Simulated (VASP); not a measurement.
Wanted: the native input for a VASP 6.6.1 run.

```
Task                   : dielectric tensor
Functional             : LDA
Potentials or basis    : VASP PAW LDA potentials, release 64 (Sr_sv, Ti_sv, O)
Cutoff                 : 600 eV
k mesh                 : 8 × 8 × 8
Occupations            : gaussian, width 0.03 eV
Spin                   : no spin polarisation
Further INCAR settings : ALGO = Normal; EDIFF = 1e-08
```

The structure of SrTiO3 (Tausonite) lies in POSCAR:

```
SrTiO3                                  
1.0
    3.8598600063     -0.0000000000     -0.0000000000
    0.0000000000      3.8598600063      0.0000000000
   -0.0000000000      0.0000000000      3.8598600063
  Sr              Ti              O             
     1     1     3
Direct
     0.5000000000000000    0.5000000000000000    0.5000000000000000
     0.0000000000000000    0.0000000000000000    0.0000000000000000
     0.5000000000000000    0.0000000000000000    0.0000000000000000
     0.0000000000000000    0.5000000000000000    0.0000000000000000
     0.0000000000000000    0.0000000000000000    0.5000000000000000
```

The input as run:

INCAR

```
PREC = Accurate
ENCUT = 600
EDIFF = 1E-8
ISMEAR = 0
SIGMA = 0.03
LREAL = False
LASPH = True
NELM = 80
ALGO = Normal
ISIF = 2
LWAVE = False
LCHARG = False
LEPSILON = True
```

KPOINTS

```
Automatic mesh
0
Gamma
  8 8 8
```

Potentials or basis: VASP PAW LDA potentials, release 64 (Sr_sv, Ti_sv, O).

Run with:

```sh
$ cat potpaw_LDA.64/Sr_sv/POTCAR potpaw_LDA.64/Ti_sv/POTCAR potpaw_LDA.64/O/POTCAR > POTCAR
$ mpirun -np 1 vasp_std > vasp.out
```

Results of the run:

| Quantity | Value |
| --- | --- |
| Band gap on the k mesh | 1.81 eV, indirect (least direct gap 2.15 eV) |
| Electronic dielectric tensor (diagonal) | 6.36 |
| Born charges (mean of the diagonal) | Sr +2.55; Ti +7.36; O -3.30 e |

Run time: 19 min on 1 thread of Intel(R) Xeon(R) Platinum 8259CL CPU @ 2.50GHz (Skylake/Cascade Lake) (shared host), peak memory 0.47 GiB.
